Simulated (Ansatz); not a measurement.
# CdS: the cost of one run

Computed with Ansatz 0.2.0 (DFT PBEsol, scalar-relativistic, plane waves, PAW, unless a step's input says otherwise).

## Step 1: The structure to begin with

Symmetry: P6_3mc, No. 186, hexagonal system. Conventional cell: a = 4.150 Å, b = 4.150 Å, c = 6.737 Å, α = 90.00°, β = 90.00°, γ = 120.00°. Cd (site symmetry 3m) is surrounded by 4 S at 2.53 to 2.54 Å. Around S (site symmetry 3m) lie 4 Cd at 2.53 to 2.54 Å.

Structure file:

```cif
data_structure
_symmetry_space_group_name_H-M 'P6_3mc'
_symmetry_Int_Tables_number 186
_cell_length_a 4.1500
_cell_length_b 4.1500
_cell_length_c 6.7370
_cell_angle_alpha 90.000
_cell_angle_beta 90.000
_cell_angle_gamma 120.000
_cell_volume 100.48
loop_
_atom_site_label
_atom_site_type_symbol
_atom_site_symmetry_multiplicity
_atom_site_Wyckoff_symbol
_atom_site_fract_x
_atom_site_fract_y
_atom_site_fract_z
_atom_site_occupancy
Cd1 Cd 2 b 0.33333 0.66667 0.00000 1
S1 S 2 b 0.33333 0.66667 0.37500 1
```

The structure comes from the Crystallography Open Database.

## Step 2: Ground state at the listed geometry

input.yaml

```yaml
crystal:
  lattice:
    - [4.15, 0.0, 0.0]
    - [-2.075, 3.5940054257, 0.0]
    - [0.0, 0.0, 6.737]
  atoms:
    - { symbol: Cd, position: [0.3333333333, 0.6666666667, 0.0] }
    - { symbol: Cd, position: [0.6666666667, 0.3333333333, 0.5] }
    - { symbol: S, position: [0.3333333333, 0.6666666667, 0.375] }
    - { symbol: S, position: [0.6666666667, 0.3333333333, 0.875] }
basis:
  ecutwfc: 500
  fft_grid_basis: typed
kpoints:
  mp_grid: { grid: [9, 9, 4] }
hamiltonian:
  xc: pbesol
  pseudopotentials: { kind: paw }
scf:
  occupations: { method: gaussian, width: 0.05 }
output:
  forces: true
  stress: true
  eigenvalues: true
  bader: true
  write_density: true
  volumetric_format: npy
  elf: true
```

The run is started by

```console
ansatz run input.yaml --threads 1 --pin off --max-ram 2560MiB --backend cpu --events-out ev --progress --plain --runs-dir out
```

Q: Estimate wall time and peak memory on 1 thread of Arm Neoverse N1, shared host.

About 71 s, with a peak of 0.39 GiB.
